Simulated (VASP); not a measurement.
# B (Pm-3m) in VASP: reference runs

Aim: a first look at B with PBE, on the cell as given and on a disturbed one.

All numbers are computed with VASP 6.6.1; they aren't measurements. Logs are shortened: lines on timing, memory, paths and dates and some standing lists are left out, and cuts for length are marked.

**1. The crystal as given**

The structure is cubic, space group Pm-3m (No. 221). The conventional cell has a = 1.885 Å, b = 1.885 Å, c = 1.885 Å, α = 90.00°, β = 90.00°, γ = 90.00°. B (site symmetry m-3m) has 6 B at 1.89 Å as nearest neighbours.

The cell was built by a generator and needn't be a form met in nature.

**2. Single point, PBE**

Contents of INCAR:

```
SYSTEM = B
PREC = Accurate ; ENCUT = 520
EDIFF = 1E-7 ; ISMEAR = -1
SIGMA = 0.05 ; LREAL = .False.
LASPH = .True. ; NELM = 80
ALGO = Normal ; ISIF = 2
LWAVE = .False. ; LCHARG = .False.
GGA = PE ; NBANDS = 8
```

Contents of KPOINTS:

```
Automatic mesh
0
Gamma
  14 14 14
  0 0 0
```

Contents of POSCAR:

```
B
1.0
    1.8852400000      0.0000000000      0.0000000000
    0.0000000000      1.8852400000      0.0000000000
    0.0000000000      0.0000000000      1.8852400000
B
1
Direct
    0.5000000000      0.5000000000      0.5000000000
```

Potentials or basis: VASP PAW PBE potentials, release 64 (B).

On the command line:

```
cat potpaw_PBE.64/B/POTCAR > POTCAR
mpirun -np 1 vasp_std > vasp.out
```

OUTCAR:

```text
SYSTEM = B
   PREC = Accurate
   ENCUT = 520
   EDIFF = 1E-7
   ISMEAR = -1
   LREAL = .False.
   LASPH = .True.
   NELM = 80
   ISIF = 2
   GGA = PE

 ion  position               nearest neighbor table
   1  0.500  0.500  0.500-

  LATTYP: Found a simple cubic cell.
 ALAT       =     1.8852400000

  Lattice vectors:

 A1 = (   1.8852400000,   0.0000000000,   0.0000000000)
 A2 = (   0.0000000000,   1.8852400000,   0.0000000000)
 A3 = (   0.0000000000,   0.0000000000,   1.8852400000)

Analysis of symmetry for initial positions (statically):
=====================================================================
 Subroutine PRICEL returns:
 Original cell was already a primitive cell.

 Routine SETGRP: Setting up the symmetry group for a
 simple cubic supercell.

 Subroutine GETGRP returns: Found 48 space group operations
 (whereof 48 operations were pure point group operations)
 out of a pool of 48 trial point group operations.

The static configuration has the point symmetry O_h .

Analysis of symmetry for dynamics (positions and initial velocities):
=====================================================================
 Subroutine PRICEL returns:
 Original cell was already a primitive cell.

 Routine SETGRP: Setting up the symmetry group for a
 simple cubic supercell.

 Subroutine GETGRP returns: Found 48 space group operations
 (whereof 48 operations were pure point group operations)
 out of a pool of 48 trial point group operations.

The dynamic configuration has the point symmetry O_h .

 Subroutine INISYM returns: Found 48 space group operations
 (whereof 48 operations are pure point group operations),
 and found     1 'primitive' translations

----------------------------------------------------------------------------------------

                                     Primitive cell

  volume of cell :       6.7004

  direct lattice vectors                    reciprocal lattice vectors
     1.885240000  0.000000000  0.000000000     0.530436443  0.000000000  0.000000000
     0.000000000  1.885240000  0.000000000     0.000000000  0.530436443  0.000000000
     0.000000000  0.000000000  1.885240000     0.000000000  0.000000000  0.530436443

  length of vectors
     1.885240000  1.885240000  1.885240000     0.530436443  0.530436443  0.530436443

  position of ions in fractional coordinates (direct lattice)
[... 76 lines left out ...]
   NELM   =     80;   NELMIN=  2; NELMDL= -5     # of ELM steps
   EDIFF  = 0.1E-06   stopping-criterion for ELM
   LREAL  =      F    real-space projection
   EDIFFG = 0.1E-05   stopping-criterion for IOM
   NSW    =      0    number of steps for IOM
   IBRION =     -1    ionic relax: 0-MD 1-quasi-New 2-CG
   NFREE  =      0    steps in history (QN), initial steepest desc. (CG)
   ISIF   =      2    stress and relaxation
   ISYM   =      2    0-nonsym 1-usesym 2-fastsym
   POTIM  = 0.5000    time-step for ionic-motion
   TEBEG  =    0.0;   TEEND  =   0.0 temperature during run
   PSTRESS=    0.0 pullay stress
   NELECT =       3.0000    total number of electrons
   NUPDOWN=      -1.0000    fix difference up-down
   EMIN   =  10.00;   EMAX   =-10.00  energy-range for DOS
   EFERMI =   0.00;   METHOD = LEGACY
   ISMEAR =    -1;   SIGMA  =   0.05  broadening in eV -4-tet -1-fermi 0-gaus
   EFERMI_NEDOS =   21; number of points for ismear=-14 and -15
   IALGO  =     38    algorithm
   IMIX   =      4    mixing-type and parameters
     AMIX     =   0.40;   BMIX     =  1.00
     AMIX_MAG =   1.60;   BMIX_MAG =  1.00
  volume/ion in A,a.u.               =       6.70        45.22
  Fermi-wavevector in a.u.,A,eV,Ry     =   1.252416  2.366723 21.341361  1.568546
  Thomas-Fermi vector in A             =   2.386317
   LORBIT       =      0    0 simple, 1 ext, 2 COOP (PROOUT), +10 PAW based schemes
   GGA     = PE    functional components
   LHFCALC =     F    Hartree Fock is set to
   AEXX    =    0.0000 exact exchange contribution
   IVDW    =     0    specifies the selected vdW correction
   LEPSILON=     F    determine dielectric tensor
   LRPA    =     F    only Hartree local field effects (RPA)
 non-spin polarized calculation
  energy-cutoff  :      520.00
  volume of cell :        6.70
 maximum number of plane-waves:       192
   NGX =  7   NGY =  7   NGZ =  7

 number of electron       3.0000000 magnetization

 Free energy of the ion-electron system (eV)
  ---------------------------------------------------
  ext. energy  EPLUGINS =         0.00000000
  ---------------------------------------------------
  free energy    TOTEN  =        -5.60217196 eV

  energy without entropy =       -5.59749523  energy(sigma->0) =       -5.59983359

 E-fermi :   6.9814     XC(G=0): -12.3806

 val. band max:        6.9172338392   @ k =   0.4286   0.2857   0.2857
 cond. band min:       7.0122748438   @ k =   0.3571   0.2143   0.1429
 fundamental gap:      0.0950410046
 Fermi energy:         6.9814300843

 k-point     1 :       0.0000    0.0000    0.0000
  band No.  band energies     occupation
      1      -8.7569      2.00000
      2      20.6301      0.00000
      3      20.6301      0.00000
      4      20.6301      0.00000
      5      31.0639      0.00000
      6      31.0639      0.00000
      7      40.1342      0.00000
      8      60.3417      0.00000
[... 243 lines left out ...]
 k-point    24 :       0.3571    0.2143    0.0000
  band No.  band energies     occupation
      1      -2.9153      2.00000
      2       6.4327      1.99997
      3      16.9698      0.00000
      4      24.6631      0.00000
      5      29.1867      0.00000
      6      41.2781      0.00000
      7      47.4811      0.00000
      8      47.5733      0.00000

 [... further k-points ...]

------------------------ aborting loop because EDIFF is reached ----------------------------------------

  FORCE on cell =-STRESS in cart. coord.  units (eV):
  Direction    XX          YY          ZZ          XY          YZ          ZX
  --------------------------------------------------------------------------------------
  -------------------------------------------------------------------------------------
  Total        0.0159571      0.0159571      0.0159571      0.0000000     -0.0000000      0.0000000
  in kB        3.8156173      3.8156173      3.8156173      0.0000000     -0.0000000      0.0000000
  external PRESSURE =       3.8156173 kB  Pullay stress =       0.0000000 kB

 VOLUME and BASIS-vectors are now :
 -----------------------------------------------------------------------------
  energy-cutoff  :      520.00
  volume of cell :        6.70
      direct lattice vectors                 reciprocal lattice vectors
     1.885240000  0.000000000  0.000000000     0.530436443  0.000000000  0.000000000
     0.000000000  1.885240000  0.000000000     0.000000000  0.530436443  0.000000000
     0.000000000  0.000000000  1.885240000     0.000000000  0.000000000  0.530436443

 POSITION                                       TOTAL-FORCE (eV/Angst)
 -----------------------------------------------------------------------------------
      0.94262      0.94262      0.94262         0.000000      0.000000      0.000000
 -----------------------------------------------------------------------------------
    total drift:                                0.000000      0.000000     -0.000000

  FREE ENERGIE OF THE ION-ELECTRON SYSTEM (eV)
  ---------------------------------------------------
  free  energy   TOTEN  =        -5.6021719596 eV

  energy  without entropy=       -5.5974952293  energy(sigma->0) =       -5.59983359
```

OSZICAR:

```text
N       E                     dE             d eps       ncg     rms          rms(c)
DAV:   1    -0.342221660766E+01   -0.34222E+01   -0.13631E+03  2184   0.268E+02
DAV:   2    -0.561507119542E+01   -0.21929E+01   -0.20665E+01  2392   0.351E+01
DAV:   3    -0.561743646319E+01   -0.23653E-02   -0.23647E-02  2352   0.124E+00
DAV:   4    -0.561743655391E+01   -0.90724E-07   -0.90649E-07  2640   0.718E-03
DAV:   5    -0.561743655415E+01   -0.23424E-09   -0.27332E-11  2240   0.236E-05    0.162E+00
DAV:   6    -0.560642430295E+01    0.11012E-01   -0.34080E-03  2096   0.346E-01    0.992E-01
DAV:   7    -0.560214927684E+01    0.42750E-02   -0.55565E-03  2144   0.458E-01    0.568E-02
DAV:   8    -0.560217269243E+01   -0.23416E-04   -0.38024E-05  2080   0.511E-02    0.116E-02
DAV:   9    -0.560217186290E+01    0.82953E-06   -0.35749E-06  2408   0.118E-02    0.317E-03
DAV:  10    -0.560217195961E+01   -0.96707E-07   -0.49153E-08  2040   0.165E-03
   1 F= -.56021720E+01 E0= -.55998336E+01  d E =-.467673E-02
```

stdout:

```text
POSCAR found type information on POSCAR B
 POSCAR found :  1 types and       1 ions
 scaLAPACK will be used
 LDA part: xc-table for (Slater+PW92), standard interpolation
 POSCAR, INCAR and KPOINTS ok, starting setup
 FFT: planning ... GRIDC
 FFT: planning ... GRID_SOFT
 FFT: planning ... GRID
 WAVECAR not read
 entering main loop
```

Run time: 2.9 s. Hardware: 1 thread of AMD EPYC 9R45 (Zen 5), shared host; peak memory 0.07 GiB.

Results:

| Quantity | Value |
| --- | --- |
| Free energy | -5.6022 eV |
| Pressure | 0.4 GPa |
| Band gap on the k mesh | none (metal or under the smearing width) |

**3. Single point, PBE**

Contents of INCAR:

```
PREC = Accurate ; ENCUT = 520
EDIFF = 1E-7 ; ISMEAR = -1
SIGMA = 0.05 ; LREAL = False
LASPH = True ; NELM = 60
ALGO = Normal ; ISIF = 2
LWAVE = False ; LCHARG = False
GGA = PE ; NBANDS = 8
```

Contents of KPOINTS:

```
regular mesh
0
Gamma
  14 14 14
```

POSCAR is that of step 2.

Potentials or basis: VASP PAW PBE potentials, release 64 (B).

On the command line:

```
cat potpaw_PBE.64/B/POTCAR > POTCAR
mpirun -np 1 vasp_std > vasp.out
```

It took 6.1 s on 1 thread of AMD EPYC 7R43 (Zen 3), shared host; peak memory 0.07 GiB.

The run converged. Its results:

```yaml
Free_energy: -5.6022 eV
Pressure: 0.4 GPa
Band_gap_on_the_k_mesh: none (metal or under the smearing width)
```

Levels at points of the mesh, in eV from the Fermi level:
```tsv
k point	band 1	band 2	band 3	band 4	band 5	band 6	band 7
(0.00, 0.00, 0.00)	-15.74	13.65	13.65	13.65	24.08	24.08	33.15
(0.50, 0.00, 0.00)	-8.19	-6.18	17.52	17.52	30.01	31.37	36.48
(0.50, 0.50, 0.00)	-1.91	-1.91	4.33	8.21	20.67	40.35	40.35
(0.50, 0.50, 0.50)	3.46	3.46	3.46	16.62	16.62	16.62	17.85
```

**4. Single point, PBE (cell strained at random at fixed volume)**

Contents of INCAR:

```
SYSTEM = B
ALGO = Normal ; EDIFF = 1E-7
ENCUT = 520 ; GGA = PE
ISIF = 2 ; ISMEAR = -1
LASPH = .TRUE. ; LCHARG = .FALSE.
LREAL = .FALSE. ; LWAVE = .FALSE.
NBANDS = 8 ; NELM = 60
PREC = Accurate ; SIGMA = 0.05
```

Contents of KPOINTS:

```
k-points
0
G
  14 14 14
  0 0 0
```

Contents of POSCAR:

```
B
1.0
    1.9049750000      0.0031930000     -0.0199120000
    0.0031930000      1.8640640000      0.0003960000
   -0.0199120000      0.0003960000      1.8871180000
B
1
Direct
    0.4999830000      0.5183830000      0.5137780000
```

Potentials or basis: VASP PAW PBE potentials, release 64 (B).

On the command line:

```
cat potpaw_PBE.64/B/POTCAR > POTCAR
mpirun -np 1 vasp_std > vasp.out
```

OUTCAR:

```text
SYSTEM = B
   EDIFF = 1E-7
   ENCUT = 520
   GGA = PE
   ISIF = 2
   ISMEAR = -1
   LASPH = .TRUE.
   LREAL = .FALSE.
   NELM = 60
   PREC = Accurate

 ion  position               nearest neighbor table
   1  0.500  0.518  0.514-

  LATTYP: Found a triclinic cell.
 ALAT       =     1.8640667767
 B/A-ratio  =     1.4227370957
 C/A-ratio  =     1.7417719786
 COS(alpha) =     0.0000775204
 COS(beta)  =     0.5763500512
 COS(gamma) =     0.7025829271
[... 448 lines left out ...]
      6      37.0593      0.00000
      7      40.1449      0.00000
      8      54.2236      0.00000

 [... further k-points ...]

------------------------ aborting loop because EDIFF is reached ----------------------------------------

  FORCE on cell =-STRESS in cart. coord.  units (eV):
  Direction    XX          YY          ZZ          XY          YZ          ZX
  --------------------------------------------------------------------------------------
  -------------------------------------------------------------------------------------
  Total       -0.0639189      0.1478385     -0.0259415      0.0430259      0.0085443     -0.1624581
  in kB      -15.2841081     35.3507201     -6.2030443     10.2882377      2.0430809    -38.8465106
  external PRESSURE =       4.6211892 kB  Pullay stress =       0.0000000 kB

 VOLUME and BASIS-vectors are now :
 -----------------------------------------------------------------------------
  energy-cutoff  :      520.00
  volume of cell :        6.70
      direct lattice vectors                 reciprocal lattice vectors
     1.904975000  0.003193000 -0.019912000     0.525000687 -0.000900463  0.005539754
     0.003193000  1.864064000  0.000396000    -0.000900463  0.536463836 -0.000122075
    -0.019912000  0.000396000  1.887118000     0.005539754 -0.000122075  0.529967048

 POSITION                                       TOTAL-FORCE (eV/Angst)
 -----------------------------------------------------------------------------------
      0.94388      0.96810      0.95981         0.000000      0.000000      0.000000
 -----------------------------------------------------------------------------------
    total drift:                                0.000000     -0.000000      0.000000

  FREE ENERGIE OF THE ION-ELECTRON SYSTEM (eV)
  ---------------------------------------------------
  free  energy   TOTEN  =        -5.6043647953 eV

  energy  without entropy=       -5.6007906861  energy(sigma->0) =       -5.60257774
```

stdout:

```text
POSCAR found type information on POSCAR B
 POSCAR found :  1 types and       1 ions
 scaLAPACK will be used
 LDA part: xc-table for (Slater+PW92), standard interpolation
 POSCAR, INCAR and KPOINTS ok, starting setup
 FFT: planning ... GRIDC
 FFT: planning ... GRID_SOFT
 FFT: planning ... GRID
 WAVECAR not read
 entering main loop
```

Wall time 58 s (1 thread of AMD EPYC 7R43 (Zen 3), shared host); peak memory 0.12 GiB.

Results:

* Free energy: -5.6044 eV
* Pressure: 0.5 GPa
* Band gap on the k mesh: none (metal or under the smearing width)

Stress tensor (GPa, compression positive):
```
-1.53  1.03 -3.88
 1.03  3.54  0.20
-3.88  0.20 -0.62
```

Levels at points of the mesh, in eV from the Fermi level:
```tsv
k point	band 1	band 2	band 3	band 4	band 5
(0.00, 0.00, 0.00)	-15.75	13.02	13.61	14.32	23.65
(0.50, 0.00, 0.00)	-8.24	-6.47	17.26	17.95	30.27
(0.00, 0.50, 0.00)	-8.15	-5.86	17.14	17.68	29.71
(0.50, 0.50, 0.00)	-2.14	-1.66	4.36	8.22	20.62
(0.00, 0.00, 0.50)	-8.20	-6.21	16.92	18.10	29.99
(0.50, 0.00, 0.50)	-2.36	-1.71	3.93	8.11	21.04
(0.00, 0.50, 0.50)	-1.93	-1.66	4.66	8.34	20.31
(0.50, 0.50, 0.50)	3.16	3.30	3.90	16.15	16.61
```
